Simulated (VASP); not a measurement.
Al, 9 atoms in the cell. The cell holds a slab with vacuum, 9 atoms: a = 2.857 Å, b = 2.857 Å, c = 33.660 Å, α = 90.00°, β = 90.00°, γ = 60.00°. The cell was built by a generator and needn't be a form met in nature.

- Program: VASP 6.6.1
- Task: work function
- Functional: PBE
- Potentials or basis: VASP PAW PBE potentials, release 64 (Al)
- Cutoff: 520 eV
- k mesh: 18 × 18 × 1
- Occupations: methfessel-paxton, width 0.2 eV
- Spin: no spin polarisation
- Further INCAR settings: ALGO = Normal; EDIFF = 1e-06

Potentials or basis: VASP PAW PBE potentials, release 64 (Al).

The run is started by

```bash
$ cat potpaw_PBE.64/Al/POTCAR > POTCAR
$ mpirun -np 8 vasp_std > vasp.out
```

Hardware: 8 MPI ranks on AMD EPYC 9R45 96-Core Processor (Zen 5), with other jobs on the host.

**Question.** Estimate the wall time of this run.

**Answer.** Wall time 37 s on 8 MPI ranks on AMD EPYC 9R45 96-Core Processor (Zen 5) (shared host), peak memory 0.43 GiB a rank. Counts: scf iterations 24, k points 37.
